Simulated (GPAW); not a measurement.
Set up this calculation in GPAW 26.7.0, as an ASE script.

```yaml
Task: relaxation of cell and atoms
Functional: PBEsol
Potentials_or_basis: PAW data sets generated in the run's folder for this functional
Cutoff: 600 eV
Basis: pw
k_mesh: 7 × 7 × 7
Occupations: fermi-dirac, width 0.05 eV
Spin: no spin polarisation
Maxiter: 150
Optimizer: BFGS
Fmax: 0.02 eV/Å
Max_steps: 60
Convergence: density=1e-05 forces=0.0001
```

Al3Cu:

```
CELL_PARAMETERS angstrom
3.92415 0.00000 0.00000
0.00000 3.92415 0.00000
0.00000 0.00000 3.92415
ATOMIC_POSITIONS crystal
Cu 0.00000 0.00000 0.00000
Al 0.50000 0.50000 0.00000
Al 0.50000 0.00000 0.50000
Al 0.00000 0.50000 0.50000
```

The cell comes from a database or a generator and needn't be the stable form of this composition.

One way to write it, as run:

run.py

```python
from ase import Atoms
from ase.filters import FrechetCellFilter
from ase.io import write
from ase.optimize import BFGS
from gpaw import GPAW, PW, setup_paths

setup_paths.insert(0, '.')

atoms = Atoms(['Cu', 'Al', 'Al', 'Al'],
              cell=[[3.924151, 0.0, 0.0],
                    [0.0, 3.924151, 0.0],
                    [0.0, 0.0, 3.924151]],
              scaled_positions=[[0.0, 0.0, 0.0],
                                [0.5, 0.5, 0.0],
                                [0.5, 0.0, 0.5],
                                [0.0, 0.5, 0.5]],
              pbc=True)

calc = GPAW(mode=PW(600),
            xc='PBEsol',
            kpts={'size': (7, 7, 7), 'gamma': True},
            occupations={'name': 'fermi-dirac', 'width': 0.05},
            nbands=22,
            convergence={'density': 1e-05, 'forces': 0.0001},
            maxiter=150,
            txt='gpaw.txt')
atoms.calc = calc
opt = BFGS(FrechetCellFilter(atoms), trajectory='relax.traj', logfile='-')
done = opt.run(fmax=0.02, steps=60)
calc.write('gs.gpw')
write('result.traj', atoms)
print('Converged:', done)
print('Cell:', atoms.cell.cellpar().round(4))
print('Volume:', round(atoms.get_volume(), 4))
print(atoms.get_scaled_positions().round(5))
```

Potentials or basis: PAW data sets generated in the run's folder for this functional, pw.

Run with:

```sh
$ gpaw-setup -f PBEsol Al Cu
$ OMP_NUM_THREADS=1 python run.py
```

Results of the run:

```
Relaxed volume                         : 14.78 Å³/atom
Relaxed cell                           : a = 3.896 Å, b = 3.896 Å, c = 3.896 Å, α = 90.00°, β = 90.00°, γ = 90.00°
Space group after relaxing (to 0.05 Å) : Pm-3m (No. 221)
Energy gained by relaxing              : 2.1 meV/atom
Ionic steps                            : 3
Pressure after relaxing                : 0.1 GPa
Band gap on the k mesh                 : none (metal or under the smearing width)
```

Caveat: with this Cu data set, volumes or pressures lay over 1.5 % or 2 GPa off other programs in two to four cells of ten; later steps reuse the first step's grids.

Wall time 65 s on 1 thread of Intel(R) Xeon(R) Platinum 8259CL CPU @ 2.50GHz (Skylake/Cascade Lake) (shared host), peak memory 0.2 GiB.
